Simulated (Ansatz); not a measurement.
Pb: equation of state with LDA

Pb:

```
Pb
1.0
    -1.97966    1.97966    1.97966
     1.97966   -1.97966    1.97966
     1.97966    1.97966   -1.97966
Pb
1
Direct
  0.00000 0.00000 0.00000
```

This isn't the form of Pb at room conditions, which is fcc.

- Program: Ansatz 0.2.0
- Task: equation of state
- Functional: LDA
- Potentials or basis: Ansatz PAW
- Cutoff: 420 eV
- Density cutoff: 1680 eV
- k mesh: 9 × 9 × 9
- Occupations: fermi-dirac, width 0.05 eV
- Spin: no spin polarisation

```
Equilibrium volume : 28.72 Å³/atom (rough: see the caveat)
Bulk modulus       : 55 GPa (rough)
```

Energy against volume, from the lowest point:
| volume (Å³/atom) | energy (meV/atom) |
| --- | --- |
| 29.172 | 0.00 |
| 29.792 | 5.17 |
| 30.413 | 13.88 |
| 31.034 | 25.65 |
| 31.654 | 40.06 |
| 32.275 | 56.70 |
| 32.896 | 75.24 |

All runs of the series together: 7.2 s on 2 threads of AMD EPYC 7R43 64-Core Processor (Zen 3), with other jobs on the host.

Caveat: the minimum lies outside the volumes run. The run has no spin-orbit coupling, so splittings on Pb are missing.
